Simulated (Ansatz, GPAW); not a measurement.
# Geometry or basis: what sets the conductance of a Na chain with a C atom bridging one bond, part 2 of 4

Wanted: T(E) of a Na chain with a C atom bridging one bond at a relaxed geometry in two programs, beside the unrelaxed structure.

GPAW 26.7.0 and Ansatz 0.2.0; Ansatz plane waves; relaxation of the junction with the lead ends held; PAW set soft_1 (the session's first sound run).

So far. Step 2 (Relaxation): The relaxation lowered the energy of the cell by 1.47 eV.

## Step 3: Plane-wave reference (PBE)

A plane-wave run comes first: its basis does not favour the atoms, so it serves as the reference for the orbital bases.

This step: Ansatz plane waves; Landauer transmission by layers, zero bias; PAW set soft_1 (Ansatz 0.2.0).

input.yaml reads:

```yaml
crystal:
  lattice:
    - [9.0, 0.0, 0.0]
    - [0.0, 9.0, 0.0]
    - [0.0, 0.0, 46.4]
  atoms:
    - { symbol: Na, position: [0.5, 0.5, 0.0355603448] }
    - { symbol: Na, position: [0.5, 0.5, 0.1066810345] }
    - { symbol: Na, position: [0.5, 0.5, 0.1778017241] }
    - { symbol: Na, position: [0.5, 0.5, 0.2489224138] }
    - { symbol: Na, position: [0.5, 0.5, 0.3200431034] }
    - { symbol: Na, position: [0.5154983506, 0.4709218084, 0.4157867903] }
    - { symbol: Na, position: [0.2987299353, 0.6983460152, 0.4666685819] }
    - { symbol: C, position: [0.4791807494, 0.5074525962, 0.4655892013] }
    - { symbol: Na, position: [0.5194670227, 0.4656034836, 0.5152684259] }
    - { symbol: Na, position: [0.4967294405, 0.494491428, 0.6030083156] }
    - { symbol: Na, position: [0.5, 0.5, 0.6799568966] }
    - { symbol: Na, position: [0.5, 0.5, 0.7510775862] }
    - { symbol: Na, position: [0.5, 0.5, 0.8221982759] }
    - { symbol: Na, position: [0.5, 0.5, 0.8933189655] }
    - { symbol: Na, position: [0.5, 0.5, 0.9644396552] }
kpoints:
  mp_grid: { grid: [1, 1, 2] }
hamiltonian:
  xc: pbe
  pseudopotentials: { kind: paw, azcp: { folder: soft_1 } }
scf:
  occupations: { method: fermi_dirac, width: 0.1 }
output:
  transmission:
    leads: [[0, 1]]
    e_range: [-2, 2]
    de: 0.025
    kmesh: [1, 1]
    reduced_basis: true
  write_potential: true
  write_density: true
  volumetric_format: npy
  elf: true
```

Started as:

```bash
$ ansatz run input.yaml --threads 4 --pin off --max-ram 8192MiB --backend cpu --events-out ev --progress --plain --runs-dir out
```

Numbers of over 12 decimals in the logs are rounded to 6 here.

The program printed:

```text
[...]
Crystal: 15 atoms, lattice volume = 3758.400 Å³
Basis set: ecut = 420 eV, 73327 PW (Γ)
Bands: 80, of which v1, the nominal top of the filled ones, is band 65 counted from 1 (64 counted from 0)
Symmetry: 1 space group operations
[...]
k-points: 2
[...]
SCF iter   1: F=—  HF=-21057.958085 eV  |F-HF|=—  |Δ(HF+E_count)|=         —  Δρ=2.18e-2  dr2=6.71e1  ethr=3.10e-3  ⟨swp⟩=20.0  Hψ=1007  notcnv=0
[...]
SCF iter  18: F=-21047.695244 eV  HF=-21047.695244 eV  |F-HF|=3.17e-10  |Δ(HF+E_count)|=   6.95e-8  Δρ=8.22e-7  dr2=4.70e-8  ethr=7.69e-11  ⟨swp⟩=16.0  Hψ=821  notcnv=0
SCF 1 converged in 18 iterations: F = -21047.695244 eV  dr2 = 4.70e-8
[...]
transmission: 59 of 354 steps passed
transmission: 118 of 354 steps passed
[...]
transmission: 354 of 354 steps passed
WARN: The output density's exchange-correlation potential varies sharply where the density is thin. Do not read a vacuum level from v_tot or v_xc, or from such a field of the output density. On a cell that repeats whose density bears no net charge and no dipole along the vacuum's axis use v_es (v_loc + v_h of the components); under efield.dipole_correction with no amplitude use v_es + v_field, which holds any externa [...]
SCF converged after 18 iterations
Free energy (F): -21047.695244 eV
[...]
Internal energy: -21047.217208 eV  (E = F + TS)
E sigma→0 (E₀):  -21047.456226 eV
Entropy (-TS):   -0.478036 eV (-31.869 meV/atom)
Fermi energy:    -2.288305 eV
[...]
--- Band table (eV) ---
  k-point 0: bands = [... 61 lower, -2.7227, -2.6040, -2.5115, -2.2990, -2.2407, -2.1571, -1.7305, -1.6603, ... 11 higher]
  k-point 1: bands = [... 61 lower, -2.7873, -2.5259, -2.5159, -2.3917, -2.2407, -2.0351, -1.9038, -1.4215, ... 11 higher]
--- Transmission ---
  basis      : 717 plane waves across, 59 finite elements along
  points     : 1, standing for a mesh of 1 x 1
  filling    : by the input's occupations and mesh, since the crystals that have channels conduct as metals do. If one of these is a semiconductor, that mesh has misplaced its level
  energies   : 161 from -2.000000 to 2.000000 eV about the Fermi level, 0.025000 eV apart; the leads are filled to 0.000000 eV, and channels, transmission and decay are at 0.000000 eV
  crystal 0  : Na1, at the sites [0, 1], period 3.3000 Å, over 33.00 Å; its Hamiltonian steps by up to 13.6 meV
    offset         : up to 0.0000 Å between an atom of the period and one for which it stands
    filled         : 9.5 meV over the level at which it is neutral
    channels       : 1.000000e0 a spin
    conductance    : 9.5655e13 S/m² at 300 K; may be off by some 0.0 % by where its bands' edges are placed, 0.0 % from the distance to neutral
  junction   : crystal 0 to crystal 0, 0.00 to 43.10 Å
    transmission   : 3.691516e-1 a spin
    error estimate : 4.578078e-5 a spin from the reduction of the transverse basis, at the most 1.720738e-3 at -0.225000 eV
    conductance    : 3.5233e13 S/m² at 300 K (3.5200e13 on every other energy)
    error estimate : 0.1 % from the energy spacing and 0.0 % from band edges of the leads and from resonances (wavevectors taken as independent; lower de), 0.0 % from the reduction of the transverse basis, 2.0 % from the steps of its leads' Hamiltonians or their offsets (lay more layers), 0.7 % from the distance to neutral
    resistance     : 1.7928e-2 Ω µm² beyond half of each lead's own
```

Wall time 2.2 min (4 threads of Arm Neoverse V1, shared host); peak memory 3.3 GiB; 6.4 min of CPU time.

Numbers from this step:

```
free energy                                             : -21047.6952 eV
lead level                                              : 0 eV from the Fermi level
transmission at the Fermi level (one spin)              : 0.3692
open channels of the lead at the Fermi level (one spin) : 1
step of the potential along the lead                    : 13.6 meV
offset of the lead                                      : 0 Å
filling of the lead less its bulk value, in size        : 9.5 meV
conductance                                             : 0.3683 G₀
```

One spin. Transmission, zone mean against energy, zero at the Fermi level:

| energy (eV) | transmission, zone mean |
| --- | --- |
| -2.000 | 0 |
| -1.900 | 0 |
| -1.800 | 0 |
| -1.700 | 0 |
| -1.600 | 0 |
| -1.500 | 0 |
| -1.400 | 0 |
| -1.300 | 0 |
| -1.200 | 0 |
| -1.100 | 0 |
| -1.000 | 0 |
| -0.900 | 0 |
| -0.800 | 0.0131 |
| -0.700 | 0.274 |
| -0.650 | 0.953 |
| -0.600 | 0.689 |
| -0.500 | 0.330 |
| -0.400 | 0.288 |
| -0.300 | 0.321 |
| -0.250 | 0.403 |
| -0.200 | 0.243 |
| -0.100 | 0.338 |
| 0.000 | 0.369 |
| 0.100 | 0.396 |
| 0.200 | 0.437 |
| 0.300 | 0.505 |
| 0.400 | 0.608 |
| 0.500 | 0.734 |
| 0.600 | 0.854 |
| 0.700 | 0.936 |
| 0.800 | 0.976 |
| 0.900 | 0.990 |
| 0.975 | 0.993 |
| 1.000 | 0.993 |
| 1.100 | 0.987 |
| 1.200 | 0.955 |
| 1.300 | 0.852 |
| 1.400 | 0.617 |
| 1.500 | 0.318 |
| 1.600 | 0.119 |
| 1.700 | 0.0352 |
| 1.800 | 0.0161 |
| 1.900 | 0.0374 |
| 2.000 | 0.0775 |

One spin. Open channels, zone mean against energy, zero at the Fermi level:

| energy (eV) | open channels, zone mean |
| --- | --- |
| -0.900 | 0 |
| -0.800 | 1 |
| -0.700 | 1 |
| -0.600 | 1 |
| -0.500 | 1 |
| -0.400 | 1 |
| -0.300 | 1 |
| -0.200 | 1 |
| -0.100 | 1 |
| 0.000 | 1 |
| 0.100 | 1 |
| 0.200 | 1 |
| 0.300 | 1 |
| 0.400 | 1 |
| 0.500 | 1 |
| 0.600 | 1 |
| 0.700 | 1 |
| 0.800 | 1 |
| 0.900 | 1 |
| 1.000 | 1 |
| 1.100 | 1 |
| 1.200 | 1 |
| 1.300 | 1 |
| 1.400 | 1 |
| 1.500 | 1 |
| 1.600 | 1 |
| 1.700 | 1 |
| 1.800 | 3 |
| 1.900 | 3 |
| 2.000 | 3 |

Crystal 0, spin -, k parallel (0, 0); distinct values, listed up to 1.5 1/Å. Table of Im kz of the slowest decaying states by energy, zero at the Fermi level:

| energy (eV) | decay 1 (Å⁻¹) | decay 2 (Å⁻¹) | decay 3 (Å⁻¹) | decay 4 (Å⁻¹) |
| --- | --- | --- | --- | --- |
| -2.000 | 0.530 | 1.02 | 1.08 | 1.16 |
| -1.800 | 0.480 | 0.989 | 1.06 | 1.14 |
| -1.600 | 0.425 | 0.961 | 1.03 | 1.11 |
| -1.400 | 0.361 | 0.932 | 1.01 | 1.09 |
| -1.200 | 0.282 | 0.902 | 0.984 | 1.07 |
| -1.000 | 0.170 | 0.872 | 0.958 | 1.04 |
| -0.800 | 0.840 | 0.931 | 1.02 | 1.16 |
| -0.600 | 0.807 | 0.903 | 0.990 | 1.14 |
| -0.400 | 0.772 | 0.875 | 0.963 | 1.11 |
| -0.200 | 0.736 | 0.845 | 0.935 | 1.09 |
| 0.000 | 0.698 | 0.814 | 0.907 | 1.07 |
| 0.200 | 0.657 | 0.783 | 0.878 | 1.04 |
| 0.400 | 0.615 | 0.749 | 0.847 | 1.02 |
| 0.600 | 0.568 | 0.714 | 0.816 | 0.990 |
| 0.800 | 0.518 | 0.677 | 0.783 | 0.963 |
| 1.000 | 0.463 | 0.638 | 0.748 | 0.935 |
| 1.200 | 0.399 | 0.596 | 0.712 | 0.907 |
| 1.400 | 0.324 | 0.551 | 0.675 | 0.877 |
| 1.600 | 0.225 | 0.502 | 0.634 | 0.847 |
| 1.800 | 0.447 | 0.592 | 0.815 | 0.890 |
| 2.000 | 0.385 | 0.545 | 0.782 | 0.860 |

Crystal 0, spin -, k parallel (0, 0). Table of Re kz of states that move upwards by energy, zero at the Fermi level:

| energy (eV) | channel 1 (Å⁻¹) | channel 2 (Å⁻¹) | channel 3 (Å⁻¹) |
| --- | --- | --- | --- |
| -0.900 | - | - | - |
| -0.800 | 0.149 | - | - |
| -0.700 | 0.219 | - | - |
| -0.600 | 0.271 | - | - |
| -0.500 | 0.315 | - | - |
| -0.400 | 0.354 | - | - |
| -0.300 | 0.389 | - | - |
| -0.200 | 0.421 | - | - |
| -0.100 | 0.451 | - | - |
| 0.000 | 0.479 | - | - |
| 0.100 | 0.505 | - | - |
| 0.200 | 0.531 | - | - |
| 0.300 | 0.555 | - | - |
| 0.400 | 0.578 | - | - |
| 0.500 | 0.601 | - | - |
| 0.600 | 0.623 | - | - |
| 0.700 | 0.644 | - | - |
| 0.800 | 0.664 | - | - |
| 0.900 | 0.685 | - | - |
| 1.000 | 0.704 | - | - |
| 1.100 | 0.723 | - | - |
| 1.200 | 0.742 | - | - |
| 1.300 | 0.761 | - | - |
| 1.400 | 0.779 | - | - |
| 1.500 | 0.797 | - | - |
| 1.600 | 0.816 | - | - |
| 1.700 | 0.834 | - | - |
| 1.800 | 0.0619 | 0.0619 | 0.852 |
| 1.900 | 0.176 | 0.176 | 0.871 |
| 2.000 | 0.241 | 0.241 | 0.892 |

The electrostatic potential energy of an electron (with the applied field's), less the Fermi level, planar mean by z:

| z (Å) | electrostatic potential energy of an electron (with the applied field's), less the Fermi level, planar mean (eV) |
| --- | --- |
| 0 | 2.91 |
| 1 | 2.46 |
| 2 | 1.87 |
| 3 | 2.87 |
| 4 | 2.70 |
| 5 | 1.42 |
| 6 | 2.77 |
| 7 | 2.86 |
| 8 | 1.66 |
| 9 | 2.56 |
| 10 | 2.87 |
| 11 | 2.27 |
| 12 | 2.09 |
| 13 | 2.92 |
| 14 | 2.66 |
| 15 | 1.41 |
| 16 | 2.63 |
| 17 | 2.77 |
| 18 | 2.52 |
| 19 | 1.42 |
| 20 | 2.39 |
| 21 | 2.29 |
| 22 | 1.42 |
| 23 | 2.54 |
| 24 | 1.20 |
| 25 | 2.51 |
| 26 | 2.81 |
| 27 | 2.61 |
| 28 | 1.34 |
| 29 | 2.77 |
| 30 | 2.96 |
| 31 | 2.28 |
| 32 | 2.06 |
| 33 | 2.88 |
| 34 | 2.66 |
| 35 | 1.52 |
| 36 | 2.82 |
| 37 | 2.81 |
| 38 | 1.49 |
| 39 | 2.65 |
| 40 | 2.89 |
| 41 | 2.09 |
| 42 | 2.29 |
| 43 | 2.90 |
| 44 | 2.56 |
| 45 | 1.66 |
| 46 | 2.84 |

The valence density, planar mean oscillates, so the rows of the table below give means over windows of 3.34 Å about each position, cut where the curve ends. Its maxima inside the range that stand out by 2 % of the span (Å: e/Å³): 1.6: 0.145, 4.9: 0.147, 8.3: 0.147, 11.6: 0.145, 14.8: 0.144, 19.3: 0.147, 21.6: 0.184, 23.9: 0.147, 28.0: 0.147, 31.6: 0.144, 34.8: 0.145, 38.1: 0.147, 41.5: 0.147, 44.8: 0.145. Its minima: 3.5: 0.00431, 6.4: 0.00439, 10.0: 0.00420, 12.9: 0.00467, 17.5: 0.00192, 20.2: 0.00906, 23.1: 0.00918, 25.5: 0.00250, 30.0: 0.00396, 33.1: 0.00433, 36.7: 0.00433, 39.7: 0.00434, 43.2: 0.00433.

Table of valence density, planar mean by z; means over each step:

z (Å), valence density, planar mean (e/Å³) and a bar from the least value:
```
     1.67      0.033 ###
     5.01      0.033 ###
     8.35      0.033 ###
    11.69      0.033 ###
    15.03      0.033 ##
    18.37      0.032 #
    21.71      0.052 ##############################
    25.05      0.031 
    28.39      0.033 ###
    31.73      0.033 ###
    35.07      0.033 ###
    38.41      0.033 ###
    41.75      0.033 ###
    45.09      0.038 ##########
```

Valence density in the cb plane at fractional x = 0.500, with atoms of Na and C within 0.2 Å of it. It is the smooth field of the valence electrons, not physical close to the nuclei.

Ten steps, logarithmic in the rise over the least value, from '0' (0 e/Å³) to '9' (16 e/Å³), each cell a mean:
```
00000000000000000000000000000000000000000000
00000000000000000000000000000000000000000000
00000000000000000000000000000000000000000000
00000000000000000000000000000000000000000000
00000000000000000000000000000000000000000000
00000000000000000000000000000000000000000000
00000000000000000000000000000000000000000000
00000000000000000000000000000000000000000000
00000000000000000000000111110000000000000000
00000122100000000000001123221000000000000011
10001477410000000133211344431112210000000367
10001699610000000478622345432147731000001699
10001599510000001599721344432269951000001599
00000244200000000378511233321158841000000255
00000000000000000122100111110013310000000011
00000000000000000000000000000000000000000000
00000000000000000000000000000000000000000000
00000000000000000000000000000000000000000000
00000000000000000000000000000000000000000000
00000000000000000000000000000000000000000000
00000000000000000000000000000000000000000000
00000000000000000000000000000000000000000000
00000000000000000000000000000000000000000000
00000000000000000000000000000000000000000000
```
Columns run along c (16.0 Å, from fractional 0.27 to 0.61 of the cell), rows up along b (9.0 Å). Atoms in or near the plane, at fractional coordinates: Na at (0.32, 0.50), Na at (0.42, 0.47), C at (0.47, 0.51), Na at (0.52, 0.47), Na at (0.60, 0.49).

Electrostatic potential energy in the cb plane at fractional x = 0.500, with atoms of Na and C within 0.2 Å of it. With pseudopotentials it is smooth inside the atoms' cores, unlike the true potential.

Values in eV, 13 rows by 16 columns, each cell a mean:
```
  1   1   1   1   1   1   1   0   0   0   0   1   1   1   1   1
  1   1   1   1   1   1   1   1   0   0   0   1   1   1   1   1
  1   1   0   0   1   1   1   1   1   0   1   1   1   1   1   1
  0   0   0   0   0   0   0   1   1   1   1   1   0   0   0   0
 -1  -1  -3  -2   0   0  -1   0   1   1   1  -1  -1   0  -1  -3
 -3  -4 -25  -6  -1  -1  -8  -6  -5 -20  -1  -8  -3  -1  -3 -21
 -4  -8 -40 -12  -1  -2 -27 -26 -11 -33  -4 -37 -12  -1  -5 -38
 -2  -3 -15  -4  -1  -2 -18 -17  -1  -4  -2 -27  -9  -1  -3 -16
  0   0  -2  -1   0  -1  -3  -2   1   1   0  -4  -2   0  -1  -2
  1   0   0   0   0   0  -1   0   1   1   1  -1   0   0   0   0
  1   1   1   1   0   0   0   0   1   1   1   0   0   0   1   1
  1   1   1   1   1   0   0   0   1   1   1   0   0   1   1   1
  1   1   1   1   1   1   0   0   1   1   1   1   1   1   1   1
```
Columns run along c (16.0 Å, from fractional 0.27 to 0.61 of the cell; values clipped at the 3rd and 97th percentile), rows up along b (9.0 Å). Atoms in or near the plane, at fractional coordinates: Na at (0.32, 0.50), Na at (0.42, 0.47), C at (0.47, 0.51), Na at (0.52, 0.47), Na at (0.60, 0.49).

ELF in the cb plane at fractional x = 0.500, with atoms of Na and C within 0.2 Å of it. It is the smooth field of the valence electrons, not physical close to the nuclei.

Ten even steps from '0' (0.00) to '9' (0.97), each cell a mean:
```
12234454432100000000000000000000000000123444
22345565542110000000000000000000000001123455
34566777654210000001111111111110000001235666
56778888875321000111222222222221100012356788
78899999987532111122233222222222111123578899
89999999998753222223333322223332222235789999
89999987889865332333443333333433323356899888
79998422358886543223444444444443223568987433
38983000015887641000245666665421012579962000
05850122101788620000026777776300000379830022
02720455410588510133106875687113310169710355
12611544520488400455415873696135540059601544
02621555510598401544514886895144451049611454
03830244201698400455413888884145541059820245
16961000003898510133103777773014410169940011
59996200137998620000003555553000000279984100
89999765689987641000012333332100001589998655
89999999999887643110111111111100013688999998
78999999998765443211100000000001124578899999
67788999887654322110000000000000123456788999
45677888776432211000000000000000011245677888
23456666654321100000000000000000000123456666
12334555443210000000000000000000000011234555
12234444432100000000000000000000000000123444
```
Columns run along c (16.0 Å, from fractional 0.27 to 0.61 of the cell), rows up along b (9.0 Å). Atoms in or near the plane, at fractional coordinates: Na at (0.32, 0.50), Na at (0.42, 0.47), C at (0.47, 0.51), Na at (0.52, 0.47), Na at (0.60, 0.49).

T at the Fermi level is 0.369 of 1 open channels a spin.

(Part 2 of 4 ends here.)

[Logs are printed without paths, hosts, clocks, repeated set-up lines and the standing remarks that a program may print on its own settings, such as how far it seeks lower states.]

[Hosts, paths, dates, database ids (printed as entryN), source tags and the programs' standing remarks are cut or masked in the printed files.]
